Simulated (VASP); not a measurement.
Here is a VASP 6.6.1 calculation.

Contents of INCAR:

```
PREC = Accurate ; ENCUT = 520
EDIFF = 1E-6 ; ISMEAR = 0
SIGMA = 0.03 ; LREAL = F
LASPH = T ; NELM = 80
ALGO = Normal ; ISIF = 2
LWAVE = F ; LCHARG = F
GGA = PE ; KPAR = 4
```

KPOINTS

```
regular mesh
0
Gamma
  6 6 6
```

The input POSCAR:

```
AgCl
1.0
    0.0000000000      2.7350000000      2.7350000000
    2.7350000000      0.0000000000      2.7350000000
    2.7350000000      2.7350000000      0.0000000000
Ag Cl
1 1
Direct
    0.0000000000      0.0000000000      0.0000000000
    0.5000000000      0.5000000000      0.5000000000
```

Potentials or basis: VASP PAW PBE potentials, release 64 (Ag, Cl).

Command:

```console
$ cat potpaw_PBE.64/Ag/POTCAR potpaw_PBE.64/Cl/POTCAR > POTCAR
$ mpirun -np 4 vasp_std > vasp.out
```

Problem. What does it give for the pressure?

Solution. 3.8 GPa.

Problem. Estimate the band gap on the k mesh.

Solution. 0.90 eV, indirect (least direct gap 3.40 eV).

**Experimental background.**

A printed reference work, data compilation reports, for a bulk crystal of AgCl: band gap 3.249 eV (indirect).

Measured gap of AgCl: 3.249 eV (indirect; a printed reference work, data compilation). This calculation gives 0.90 eV (-2.35 eV). So large a miss can be the level of theory's own, or it may mean another phase, state or a wrong row. Spin-orbit coupling on Ag is left out. The value is that of PBE on a finite k mesh, which can miss the band edges, without temperature or zero-point motion. Semilocal functionals fall short of measured gaps as a rule.
